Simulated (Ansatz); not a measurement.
Born–Oppenheimer molecular dynamics of a periodic cell of 16 atoms, WC (start crystal WC, start structure P-6m2, volume 1.15 times the crystal's). It goes on from the last frame of an earlier run, with new velocities.

All numbers below come from DFT PBE-D3(BJ), scalar-relativistic, plane waves, PAW in Ansatz 0.2.0. Settings: PAW set soft_1, cutoff 420 eV, k mesh 2x2x2, fermi-dirac smearing 0.36 eV, no spin polarisation.

```json
{
  "ensemble": "NVT, Langevin thermostat",
  "time step": "0.75 fs",
  "steps asked": "270",
  "set temperature": "2520 K",
  "friction": "0.005 /fs",
  "seed": "140505"
}
```

Frames 1.5 fs apart, positions in Å.

Velocities at 97.5 fs (Å/ps):

```
W 1.41 -2.40 4.69
C -2.87 -22.80 -10.42
W -1.87 -5.08 -1.02
C -1.44 3.60 5.22
W -3.94 -0.88 -2.51
C -11.32 -7.75 -0.43
W 0.11 4.55 -2.15
C 22.27 -4.29 -8.32
W -4.35 -0.89 0.42
C -9.22 2.25 22.47
W 2.45 -1.17 -3.37
C -4.14 4.44 -13.35
W -1.32 2.05 2.98
C 2.89 6.11 -2.94
W -0.50 -1.69 -5.65
C 23.91 28.03 5.35
```

```xyz
16
Lattice="-2.9803 -5.1620 0.0000 4.4704 -2.5810 0.0000 0.0000 0.0000 5.8542" Properties=species:S:1:pos:R:3 time_fs=97.5 energy_less_start_eV=-1.449 T=2019
W -0.317 -4.885 0.044
C 1.067 -3.903 1.566
W -0.118 -4.962 3.013
C 1.042 -3.993 4.455
W -1.979 -2.309 0.004
C -0.325 -1.250 1.594
W -1.603 -2.171 3.218
C -0.058 -1.066 4.350
W 1.351 -2.401 0.069
C 2.824 -1.458 1.493
W 1.372 -2.190 3.106
C 3.014 -1.418 4.301
W -0.249 0.263 0.111
C -1.712 -4.059 1.340
W 0.042 0.334 2.996
C -1.554 -3.779 4.378
16
Lattice="-2.9803 -5.1620 0.0000 4.4704 -2.5810 0.0000 0.0000 0.0000 5.8542" Properties=species:S:1:pos:R:3 time_fs=99.0 energy_less_start_eV=-1.397 T=1880
W -0.314 -4.889 0.051
C 1.061 -3.938 1.549
W -0.121 -4.969 3.012
C 1.042 -3.986 4.463
W -1.985 -2.311 0.001
C -0.342 -1.261 1.593
W -1.603 -2.164 3.215
C -0.025 -1.079 4.340
W 1.345 -2.403 0.069
C 2.810 -1.454 1.526
W 1.375 -2.192 3.100
C 3.008 -1.410 4.283
W -0.251 0.267 0.116
C -1.708 -4.048 1.338
W 0.042 0.332 2.988
C -1.518 -3.740 4.388
16
Lattice="-2.9803 -5.1620 0.0000 4.4704 -2.5810 0.0000 0.0000 0.0000 5.8542" Properties=species:S:1:pos:R:3 time_fs=100.5 energy_less_start_eV=-1.362 T=1881
W -0.311 -4.892 0.058
C 1.055 -3.973 1.530
W -0.124 -4.976 3.010
C 1.049 -3.976 4.470
W -1.991 -2.312 -0.002
C -0.358 -1.275 1.591
W -1.604 -2.158 3.211
C 0.010 -1.097 4.336
W 1.339 -2.406 0.069
C 2.798 -1.451 1.560
W 1.378 -2.193 3.095
C 2.998 -1.403 4.270
W -0.253 0.270 0.119
C -1.705 -4.034 1.338
W 0.040 0.330 2.981
C -1.481 -3.710 4.401
16
Lattice="-2.9803 -5.1620 0.0000 4.4704 -2.5810 0.0000 0.0000 0.0000 5.8542" Properties=species:S:1:pos:R:3 time_fs=102.0 energy_less_start_eV=-1.333 T=1859
W -0.309 -4.895 0.064
C 1.054 -4.008 1.514
W -0.127 -4.983 3.008
C 1.061 -3.963 4.476
W -1.997 -2.313 -0.004
C -0.373 -1.294 1.592
W -1.605 -2.151 3.207
C 0.044 -1.124 4.335
W 1.332 -2.408 0.069
C 2.785 -1.446 1.591
W 1.380 -2.195 3.089
C 2.987 -1.399 4.260
W -0.255 0.274 0.123
C -1.706 -4.023 1.342
W 0.038 0.329 2.974
C -1.443 -3.687 4.415
16
Lattice="-2.9803 -5.1620 0.0000 4.4704 -2.5810 0.0000 0.0000 0.0000 5.8542" Properties=species:S:1:pos:R:3 time_fs=103.5 energy_less_start_eV=-1.288 T=1873
W -0.306 -4.898 0.071
C 1.057 -4.040 1.500
W -0.130 -4.990 3.006
C 1.075 -3.953 4.482
W -2.002 -2.313 -0.006
C -0.385 -1.317 1.592
W -1.605 -2.146 3.202
C 0.079 -1.157 4.338
W 1.324 -2.410 0.069
C 2.771 -1.441 1.621
W 1.380 -2.198 3.082
C 2.974 -1.399 4.252
W -0.257 0.278 0.127
C -1.709 -4.013 1.350
W 0.037 0.328 2.967
C -1.408 -3.670 4.428
16
Lattice="-2.9803 -5.1620 0.0000 4.4704 -2.5810 0.0000 0.0000 0.0000 5.8542" Properties=species:S:1:pos:R:3 time_fs=105.0 energy_less_start_eV=-1.245 T=1902
W -0.303 -4.901 0.077
C 1.062 -4.069 1.487
W -0.133 -4.996 3.003
C 1.089 -3.945 4.487
W -2.006 -2.312 -0.007
C -0.394 -1.342 1.593
W -1.606 -2.139 3.197
C 0.113 -1.195 4.347
W 1.316 -2.412 0.069
C 2.757 -1.439 1.645
W 1.381 -2.201 3.074
C 2.961 -1.405 4.251
W -0.258 0.281 0.130
C -1.712 -4.007 1.364
W 0.037 0.327 2.961
C -1.373 -3.661 4.440
16
Lattice="-2.9803 -5.1620 0.0000 4.4704 -2.5810 0.0000 0.0000 0.0000 5.8542" Properties=species:S:1:pos:R:3 time_fs=106.5 energy_less_start_eV=-1.182 T=1891
W -0.300 -4.904 0.083
C 1.073 -4.095 1.478
W -0.136 -5.003 2.999
C 1.107 -3.940 4.493
W -2.011 -2.311 -0.009
C -0.404 -1.370 1.593
W -1.607 -2.133 3.192
C 0.143 -1.237 4.360
W 1.307 -2.414 0.070
C 2.746 -1.437 1.668
W 1.381 -2.204 3.065
C 2.945 -1.412 4.257
W -0.257 0.285 0.133
C -1.717 -4.003 1.380
W 0.037 0.325 2.955
C -1.341 -3.660 4.454
16
Lattice="-2.9803 -5.1620 0.0000 4.4704 -2.5810 0.0000 0.0000 0.0000 5.8542" Properties=species:S:1:pos:R:3 time_fs=108.0 energy_less_start_eV=-1.099 T=1842
W -0.297 -4.906 0.088
C 1.091 -4.117 1.470
W -0.138 -5.010 2.995
C 1.128 -3.934 4.496
W -2.014 -2.309 -0.011
C -0.412 -1.400 1.592
W -1.609 -2.127 3.187
C 0.171 -1.278 4.378
W 1.300 -2.415 0.070
C 2.737 -1.438 1.688
W 1.382 -2.209 3.056
C 2.930 -1.419 4.266
W -0.256 0.289 0.136
C -1.727 -4.000 1.396
W 0.036 0.325 2.949
C -1.313 -3.665 4.465
16
Lattice="-2.9803 -5.1620 0.0000 4.4704 -2.5810 0.0000 0.0000 0.0000 5.8542" Properties=species:S:1:pos:R:3 time_fs=109.5 energy_less_start_eV=-1.013 T=1883
W -0.294 -4.908 0.094
C 1.111 -4.135 1.462
W -0.140 -5.016 2.991
C 1.152 -3.929 4.497
W -2.016 -2.306 -0.013
C -0.415 -1.430 1.588
W -1.610 -2.120 3.182
C 0.195 -1.314 4.399
W 1.292 -2.417 0.070
C 2.732 -1.442 1.703
W 1.382 -2.215 3.045
C 2.917 -1.426 4.281
W -0.254 0.292 0.138
C -1.739 -3.997 1.415
W 0.033 0.325 2.943
C -1.290 -3.673 4.473
16
Lattice="-2.9803 -5.1620 0.0000 4.4704 -2.5810 0.0000 0.0000 0.0000 5.8542" Properties=species:S:1:pos:R:3 time_fs=111.0 energy_less_start_eV=-0.934 T=1784
W -0.290 -4.910 0.099
C 1.129 -4.154 1.456
W -0.142 -5.022 2.986
C 1.178 -3.923 4.495
W -2.018 -2.303 -0.016
C -0.413 -1.461 1.580
W -1.612 -2.114 3.176
C 0.213 -1.349 4.424
W 1.284 -2.419 0.071
C 2.731 -1.445 1.712
W 1.381 -2.221 3.035
C 2.903 -1.438 4.301
W -0.252 0.295 0.140
C -1.750 -3.995 1.435
W 0.029 0.325 2.937
C -1.271 -3.686 4.481
16
Lattice="-2.9803 -5.1620 0.0000 4.4704 -2.5810 0.0000 0.0000 0.0000 5.8542" Properties=species:S:1:pos:R:3 time_fs=112.5 energy_less_start_eV=-0.868 T=1727
W -0.286 -4.912 0.104
C 1.148 -4.172 1.449
W -0.144 -5.026 2.983
C 1.205 -3.917 4.486
W -2.019 -2.300 -0.018
C -0.409 -1.489 1.568
W -1.613 -2.107 3.170
C 0.228 -1.377 4.451
W 1.277 -2.421 0.073
C 2.735 -1.451 1.714
W 1.381 -2.228 3.025
C 2.890 -1.449 4.327
W -0.251 0.298 0.141
C -1.761 -3.996 1.455
W 0.026 0.324 2.930
C -1.255 -3.706 4.487
16
Lattice="-2.9803 -5.1620 0.0000 4.4704 -2.5810 0.0000 0.0000 0.0000 5.8542" Properties=species:S:1:pos:R:3 time_fs=114.0 energy_less_start_eV=-0.805 T=1640
W -0.283 -4.913 0.108
C 1.165 -4.186 1.440
W -0.147 -5.031 2.980
C 1.233 -3.914 4.478
W -2.020 -2.298 -0.020
C -0.402 -1.518 1.555
W -1.615 -2.101 3.163
C 0.238 -1.400 4.478
W 1.270 -2.423 0.076
C 2.741 -1.456 1.712
W 1.381 -2.234 3.015
C 2.877 -1.461 4.352
W -0.251 0.300 0.143
C -1.771 -3.990 1.475
W 0.022 0.324 2.923
C -1.248 -3.727 4.492
```

Of the whole run (202 fs, mean temperature of the second half 2153 K): The mean temperature of the second half is 15 % below the set value. A run of 0.2 ps of so small a system gives no equilibrium averages. Limits of this set-up: coarse k mesh.

The run took 26 min on 1 thread of Arm Neoverse V1, on a shared host, peak memory 0.53 GiB.
